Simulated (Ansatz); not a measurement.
The system is Na2S.

```
CELL_PARAMETERS angstrom
0.00000 3.27350 3.27350
3.27350 0.00000 3.27350
3.27350 3.27350 0.00000
ATOMIC_POSITIONS crystal
S 0.00000 0.00000 0.00000
Na 0.75000 0.75000 0.75000
Na 0.25000 0.25000 0.25000
```

Base run:

```yaml
Program: Ansatz 0.2.0
Functional: PBE
Potentials_or_basis: all-electron LAPW, scalar-relativistic
Cutoff: 144 eV
Density_cutoff: 575 eV
Basis_error_allowed: 0.002 eV/atom
k_mesh: 7 × 7 × 7
Occupations: fermi-dirac, width 0.05 eV
Spin: no spin polarisation
```

Its results: band gap on the k mesh 2.48 eV, direct; pressure 0.3 GPa.

Q: The run is repeated on the same cell with these changes: functional from PBE to LDA. What comes out?

A: Band gap on the k mesh 2.24 eV, direct; pressure -2.1 GPa.

LDA binds more tightly than PBE, so the same cell stands under less pressure.

Not every run made on this cell is shown here.
